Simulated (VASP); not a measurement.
## A VASP 6.6.1 single-point calculation on Cu2O

INCAR

```
PREC = Accurate
LWAVE = .FALSE.
IBRION = -1
SIGMA = 0.02
ENCUT = 520
GGA = PE
LCHARG = .FALSE.
EDIFF = 1E-7
LREAL = .FALSE.
LASPH = .TRUE.
NSW = 0
ISIF = 2
ISMEAR = -1
NBANDS = 37
NELM = 57
```

KPOINTS

```
KPOINTS created by Atomic Simulation Environment
0
Gamma
6 6 6
0 0 0
```

POSCAR

```
Cu O
 1.0000000000000000
     4.2460802981756025   -0.0000000000000000    0.0000000000000000
    -0.0000000000000000    4.2460802981756025   -0.0000000000000000
    -0.0000000000000000   -0.0000000000000000    4.2460802981756025
 Cu  O
   4   2
Cartesian
  1.0615200745439006  1.0615200745439006  3.1845602236317019
  3.1845602236317019  1.0615200745439006  1.0615200745439006
  1.0615200745439006  3.1845602236317019  1.0615200745439006
  3.1845602236317019  3.1845602236317019  3.1845602236317019
  2.1230401490878013  2.1230401490878013  2.1230401490878013
 -0.0000000000000000  0.0000000000000000  0.0000000000000000
```

The recommended PBE PAW datasets give the neutral cell 56 valence electrons.

Command

```
mpirun -np 1 vasp_std
```

Problem. Predict the outcome of this run.

Solution. It converged. Results: gap between bands v and c on the k mesh 0.56 eV; least direct gap on the k mesh 0.56 eV; pressure 5.3 GPa. Band v is the last that the valence electrons fill when counted band by band, and c is the next.

OSZICAR

```
N       E                     dE             d eps       ncg     rms          rms(c)
DAV:   1     0.538670618130E+03    0.53867E+03   -0.25240E+04  1496   0.240E+03
DAV:   2     0.580374715618E+02   -0.48063E+03   -0.45664E+03  1490   0.451E+02
DAV:   3    -0.282775864615E+02   -0.86315E+02   -0.82240E+02  1829   0.213E+02
DAV:   4    -0.333268048981E+02   -0.50492E+01   -0.49839E+01  2134   0.584E+01
DAV:   5    -0.333794639959E+02   -0.52659E-01   -0.52642E-01  1941   0.713E+00    0.186E+01
DAV:   6    -0.303686899313E+02    0.30108E+01   -0.51895E+01  1958   0.134E+02    0.123E+01
DAV:   7    -0.271786543209E+02    0.31900E+01   -0.13576E+01  1915   0.863E+01    0.313E+00
DAV:   8    -0.272589659819E+02   -0.80312E-01   -0.15359E+00  1800   0.693E+00    0.163E+00
DAV:   9    -0.272378186354E+02    0.21147E-01   -0.87792E-02  1986   0.386E+00    0.630E-01
DAV:  10    -0.272316569514E+02    0.61617E-02   -0.35193E-02  2014   0.287E+00    0.266E-01
DAV:  11    -0.272308005681E+02    0.85638E-03   -0.54783E-03  2331   0.864E-01    0.695E-02
DAV:  12    -0.272307444618E+02    0.56106E-04   -0.80460E-04  1969   0.286E-01    0.175E-02
DAV:  13    -0.272307515611E+02   -0.70993E-05   -0.80299E-05  2019   0.140E-01    0.761E-03
DAV:  14    -0.272307510071E+02    0.55407E-06   -0.99836E-06  1891   0.576E-02    0.240E-03
DAV:  15    -0.272307508664E+02    0.14064E-06   -0.18570E-06  2062   0.133E-02    0.121E-03
DAV:  16    -0.272307508315E+02    0.34975E-07   -0.80950E-08   915   0.382E-03
   1 F= -.27230751E+02 E0= -.27230751E+02  d E =-.841400E-08
```

Standard output (part)

```
POSCAR found type information on POSCAR CuO
 POSCAR found :  2 types and       6 ions
 LDA part: xc-table for (Slater+PW92), standard interpolation
 POSCAR, INCAR and KPOINTS ok, starting setup
 WAVECAR not read
 entering main loop
```

For comparison, a separate PBE run of the intended cell, on usual settings and not on those above, gives a gap of 0.56 eV on its mesh and a pressure of 5.3 GPa.
